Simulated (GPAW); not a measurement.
# Polarising B/Cu(111) with a field along the normal

The dipole of the cell at several fields, atoms fixed. What does the strongest field give, and what length does the slope stand for?

Set-up. GPAW 26.7.0, plane waves (500 eV), PAW setups, PBE, 14×14 mesh, a dipole layer in the vacuum; geometry relaxed without an applied field with GPAW. The cell's area is 5.64 Å², and e/ε0 = 180.95 V Å.

The runs, one held back:

```tsv
field (V/Å)	dipole (e Å)
−0.2	−0.0898
−0.1	−0.0561
−0.05	−0.0393
0.05	−0.0056
0.1	0.0112
0.2	0.0449
0.3	?
```

Q: What is the dipole at 0.3 V/Å?

A: A line through the 6 points has the slope α = 0.337 e Å per V/Å and the intercept p₀ = −0.0225 e Å (r.m.s. residual 1.5e−05). At 0.3 V/Å it gives p = −0.0225 + 0.337 × 0.3 = 0.0786 e Å; the run gives 0.0787 e Å, so the response stays linear to 0.1 % of the induced part. Dividing by ε0 and the area: α/(ε0 A) = 0.337 × 180.95 / 5.64 = 10.80 Å, against 7.93 Å between the outer nuclei.

Caveats: This is the electronic response alone; ions that move would add to it in polar layers. No run was spin-polarised, so magnetic states weren't tested.

[Logs are printed without paths, hosts, clocks, repeated set-up lines and the standing remarks that a program may print on its own settings, such as how far it seeks lower states.]
